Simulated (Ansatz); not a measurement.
BeS (F-43m): G0W0 and the starting functional

```xyz
2
Lattice="0.0000 2.4100 2.4100 2.4100 0.0000 2.4100 2.4100 2.4100 0.0000" Properties=species:S:1:pos:R:3 pbc="T T T"
Be    0.0000    0.0000    0.0000
S     1.2050    1.2050    1.2050
```

Held fixed (Ansatz):

| Quantity | Value |
| --- | --- |
| datasets | soft PAW set, first generation |
| k mesh | 4×4×4 |
| empty bands | 180 |
| response cutoff | 200 eV |
| frequencies | contour deformation |
| q → 0 term | analytic weight of Carrier, Rohra and Görling |
| band sums | cut at the band count |

The gap is read from Γ to k = (0, -0.5, -0.5), linearised, between the Kohn-Sham band edges among the points solved. ε∞ is the electronic dielectric constant on this mesh. Wave cutoffs: 420, 500 eV in the order of the table.

```tsv
orbitals	KS gap (eV)	G0W0 gap (eV)	ε∞
PBE	3.06	4.41	5.8
r²SCAN	3.51	4.65	5.2
```

The Kohn-Sham gaps spread over 0.45 eV and the G0W0 gaps over 0.23 eV, so the dependence on the start shrinks but stays.

Soft PAW datasets can miss an all-electron G0W0 gap by more than 5 %. The cell is a model at fixed atoms and needn't be the relaxed known crystal. The PAW or pseudopotential files were made with PBE. Points k are given in fractions of the reciprocal vectors. The mesh is coarse, so these are values at the stated settings, not converged ones. Band sums or response are cut, so the gap isn't at its basis limit. The gap is read on the mesh, and the crystal's band edges can lie off it. With r²SCAN or HSE06 the Kohn-Sham levels are generalised ones. Meshes this coarse can overestimate the dielectric constant by a tenth and more.
